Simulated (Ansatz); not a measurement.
# NaF: response to strain

Aim: deform NaF (z strained by +4 % at fixed volume) and compute stress, forces and field gradients with LAPW, PAW and all-electron datasets made for the crystal.

Program: Ansatz 0.2.0. Level of theory: DFT PBE, scalar-relativistic. These are calculated values, not measurements.

## (1) The structure to begin with

It takes space group Fm-3m (No. 225, cubic). Conventional cell: a = 4.647 Å, b = 4.647 Å, c = 4.647 Å, α = 90.00°, β = 90.00°, γ = 90.00°. Around Na (site symmetry m-3m) lie 6 F at 2.32 Å. F (site symmetry m-3m) is surrounded by 6 Na at 2.32 Å.

Coordinates:

```cif
data_structure
_symmetry_space_group_name_H-M 'P 1'
_symmetry_Int_Tables_number 1
_cell_length_a 3.2856
_cell_length_b 3.2856
_cell_length_c 3.2856
_cell_angle_alpha 60.000
_cell_angle_beta 60.000
_cell_angle_gamma 60.000
_cell_volume 25.08
loop_
_atom_site_label
_atom_site_type_symbol
_atom_site_fract_x
_atom_site_fract_y
_atom_site_fract_z
_atom_site_occupancy
Na1 Na 0.00000 0.00000 0.00000 1
F1 F 0.50000 0.50000 0.50000 1
```

Atoms are numbered in the order of the input: Na1, F2.

## (2) The deformed structure

Space group Fm-3m before, I4/mmm after.

## (3) Full-potential LAPW

File input.yaml:

```yaml
crystal:
  lattice:
    - [0.0, 2.2781830838, 2.416232]
    - [2.2781830838, 0.0, 2.416232]
    - [2.2781830838, 2.2781830838, 0.0]
  atoms:
    - { symbol: Na, position: [0.0, 0.0, 0.0] }
    - { symbol: F, position: [0.5, 0.5, 0.5] }
kpoints:
  mp_grid: { grid: [11, 11, 11] }
scf:
  occupations: { method: fermi_dirac, width: 0.03 }
hamiltonian:
  xc: pbe
  pseudopotentials: { kind: all_electron, lapw: { basis_error: 0.0005 } }
output:
  forces: true
  stress: true
  eigenvalues: true
```

The program printed, shortened:

```text
LAPW: plane waves up to 8.764 Å⁻¹, error target 5.0e-4 eV per atom; small_component_spin mean_spin; F in spheres of 1.137 Å, 7 of its electrons in bands, Dirac shells []; Na in spheres of 1.141 Å, 9 of its electrons in bands, Dirac shells []
[...]
Pseudopotentials: kind: all_electron
Pseudopotential: Na, LAPW, valence charge 9, Koelling and Harmon's equation, gaussian nucleus
Pseudopotential: F, LAPW, valence charge 7, Koelling and Harmon's equation, gaussian nucleus
Functional definition: PBE
[...]
Crystal: 2 atoms, lattice volume = 25.081 Å³
Basis set: ecut = 292.6165456813447 eV, 299 PW (Γ), FFT grids on a1−a2, a2, a3, exchange–correlation at level 2
Bands: 12, of which v1, the nominal top of the filled ones, is band 8 counted from 1 (7 counted from 0)
Symmetry: 16 space group operations
Space group: I4/mmm (ITA 139), of the structure as read, at distance tolerance 2.9e-5 Å
k-points: 126 of 1331
[...]
SCF iter   1: F=—  HF=-7142.383761 eV  |F-HF|=—  |Δ(HF+E_count)|=         —  Δρ=5.21e-2  dr2=8.64e-1  ethr=5.41e-3  ⟨swp⟩=2.0  Hψ=9689  notcnv=0
[...]
the basis was enlarged: its passes take 456.5 KiB over the memory plan, 1 of 1 planned eigensolver slots
[...]
SCF iter   7: F=-7141.490523 eV  HF=-7141.490523 eV  |F-HF|=2.05e-8  |Δ(HF+E_count)|=   7.04e-7  Δρ=7.69e-6  dr2=1.69e-8  ethr=1.36e-8  ⟨swp⟩=2.9  Hψ=4152  notcnv=0
[...]
SCF converged after 7 iterations
Free energy (F): -7141.490523 eV
[...]
E sigma→0 (E₀):  -7141.490523 eV
Fermi energy:    3.931673 eV
[...]
--- Forces (eV/Å), atoms counted from 1 ---
  atom   1  Na     0.00000000     0.00000000     0.00000000
  atom   2  F      0.00000000     0.00000000     0.00000000
[...]
--- Stress (GPa, compression-positive) ---
        3.617722       0.000000       0.000000
        0.000000       3.617722       0.000000
        0.000000       0.000000      -0.837520
  P = ⅓ Tr σ = 2.1326 GPa (21.326 kbar)
--- Band table (eV; the first three rows and the last of 126) ---
  k-point 0: bands = ["-46.3477", "-18.3978", "-18.2281", "-18.2081", "-18.2081", "0.7516", "0.7522", "0.7522", "7.0140", "19.4349", "19.8521", "19.8521"]
[...]
```

It took 13 s on 1 thread, shared host.

This run gives: pressure 2.13 GPa; gap on the k mesh 6.26 eV (an odd mesh misses the zone boundary).

## (4) Frozen-core PAW

input.yaml, as its differences from that of step 3:

```diff
@@ -14,3 +14,3 @@
   xc: pbe
-  pseudopotentials: { kind: all_electron, lapw: { basis_error: 0.0005 } }
+  pseudopotentials: { kind: paw }
 output:
@@ -19 +19,2 @@
   eigenvalues: true
+  efg: { contact_densities: true }
```

The program printed, shortened:

```text
[...]
Pseudopotentials: kind: paw
Pseudopotential: Na, paw, valence charge 9, recommended cutoff 420 eV (normal)
Pseudopotential: F, paw, valence charge 7, recommended cutoff 420 eV (normal)
[... 1 set-up line as earlier in the session ...]
[...]
Crystal: 2 atoms, lattice volume = 25.081 Å³
Basis set: ecut = 420 eV, 493 PW (Γ), exchange–correlation on 48×48×48 points (8 copies of the dense FFT grid, shifted against one another)
Bands: 12, of which v1, the nominal top of the filled ones, is band 8 counted from 1 (7 counted from 0)
[... 2 set-up lines as earlier in the session ...]
k-points: 126 of 1331
[...]
SCF iter   1: F=—  HF=-2297.412975 eV  |F-HF|=—  |Δ(HF+E_count)|=         —  Δρ=7.89e-4  dr2=1.02e-4  ethr=1.77e-3  ⟨swp⟩=5.7  Hψ=8464  notcnv=0
[...]
Fermi energy:    4.139791 eV
[...]
--- Forces (eV/Å), atoms counted from 1 ---
  atom   1  Na    -0.00000000    -0.00000000    -0.00000000
  atom   2  F      0.00000000     0.00000000     0.00000000
[...]
--- Stress (GPa, compression-positive) ---
        3.582760       0.000000       0.000000
        0.000000       3.582760       0.000000
        0.000000       0.000000      -0.853516
  P = ⅓ Tr σ = 2.1040 GPa (21.040 kbar)
--- PAW observables at the nuclei: V_zz in 10²¹ V/m², potentials from the cell's mean, atoms counted from 1 ---
  atom   1  Na V_zz =    +0.768403   η = 0.0000   by run symmetry: allowed
            electrostatic potential = -976.649517 V   contact ρ = 5904.341839 e/Å³
  atom   2  F  V_zz =    +0.402060   η = 0.0000   by run symmetry: allowed
            electrostatic potential = -735.351201 V   contact ρ = 3126.159182 e/Å³
--- Band table (eV; the first three rows and the last of 126) ---
  k-point 0: bands = ["-46.1325", "-18.1930", "-18.0123", "-17.9913", "-17.9913", "0.9574", "0.9583", "0.9583", "7.2245", "19.6445", "20.0599", "20.0599"]
[...]
```

Wall time 3.3 s (1 thread, shared host).

This run gives: pressure 2.10 GPa; gap on the k mesh 6.27 eV (an odd mesh misses the zone boundary); Vzz Na1 0.77 (η = 0.00), F2 0.40 (η = 0.00) (10²¹ V/m²).

## (5) All-electron PAW on datasets made for the crystal

input.yaml, as its differences from that of step 4:

```diff
@@ -14,3 +14,3 @@
   xc: pbe
-  pseudopotentials: { kind: paw }
+  pseudopotentials: { kind: all_electron, datasets: crystal }
 output:
```

The program printed, shortened:

```text
[...]
[... 1 set-up line as earlier in the session ...]
Pseudopotential: Na, paw, valence charge 9, recommended cutoff 300 eV (normal), Koelling and Harmon's equation, gaussian nucleus
Pseudopotential: F, paw, valence charge 7, recommended cutoff 300 eV (normal), Koelling and Harmon's equation, gaussian nucleus
[... 1 set-up line as earlier in the session ...]
[...]
Crystal: 2 atoms, lattice volume = 25.081 Å³
Basis set: ecut = 300 eV, 299 PW (Γ), exchange–correlation on 40×40×40 points (8 copies of the dense FFT grid, shifted against one another)
Bands: 12, of which v1, the nominal top of the filled ones, is band 8 counted from 1 (7 counted from 0)
[... 2 set-up lines as earlier in the session ...]
k-points: 126 of 1331
[...]
--- Forces (eV/Å), atoms counted from 1 ---
  atom   1  Na    -0.00000000     0.00000000    -0.00000000
  atom   2  F      0.00000000    -0.00000000     0.00000000
[...]
--- Stress (GPa, compression-positive) ---
        3.618604       0.000000       0.000000
        0.000000       3.618604       0.000000
        0.000000       0.000000      -0.837729
  P = ⅓ Tr σ = 2.1332 GPa (21.332 kbar)
--- PAW observables at the nuclei: V_zz in 10²¹ V/m², potentials from the cell's mean, atoms counted from 1 ---
  atom   1  Na V_zz =    +0.787366   η = 0.0000   by run symmetry: allowed
            electrostatic potential = -976.583928 V   contact ρ = 5907.173205 e/Å³
  atom   2  F  V_zz =    +0.401463   η = 0.0000   by run symmetry: allowed
            electrostatic potential = -735.372148 V   contact ρ = 3127.149555 e/Å³
--- Band table (eV; the first three rows and the last of 126) ---
  k-point 0: bands = ["-46.3480", "-18.3974", "-18.2285", "-18.2086", "-18.2086", "0.7519", "0.7524", "0.7524", "7.0143", "19.4350"]
[...]
```

Wall time 9.6 s (1 thread, shared host).

Result: pressure 2.13 GPa; gap on the k mesh 6.26 eV (an odd mesh misses the zone boundary); Vzz Na1 0.79 (η = 0.00), F2 0.40 (η = 0.00) (10²¹ V/m²).

## (6) Side by side

Stress (GPa, compression positive):

| method | xx | yy | zz | yz | xz | xy |
| --- | --- | --- | --- | --- | --- | --- |
| LAPW | 3.62 | 3.62 | -0.84 | 0.00 | 0.00 | 0.00 |
| PAW | 3.58 | 3.58 | -0.85 | 0.00 | 0.00 | 0.00 |
| crystal datasets | 3.62 | 3.62 | -0.84 | 0.00 | 0.00 | 0.00 |

```
          method  pressure (GPa)  gap on the k mesh (eV)  Vzz Na1 (10²¹ V/m²)  Vzz F2 (10²¹ V/m²)  SCF cycles, all passes   time
            LAPW            2.13                    6.26                    –                   –                       7   13 s
             PAW            2.10                    6.27                 0.77                0.40                       6  3.3 s
crystal datasets            2.13                    6.26                 0.79                0.40                       8  9.6 s
```

## (7) What came out

| quantity | value |
| --- | --- |
| pressure | LAPW 2.13, PAW 2.10, crystal datasets 2.13 GPa |
| largest shear or deviatoric stress (LAPW) | 2.97 GPa |

What this shows: The largest part of the stress beyond the pressure is 2.97 GPa in size, in the zz component; the atoms are carried along and not relaxed. No run of the undeformed cell stands beside it, so the pressure holds what the given cell had before the change. PAW: stress within 0.03 GPa of LAPW. Crystal datasets: stress within 0.01 GPa of LAPW.
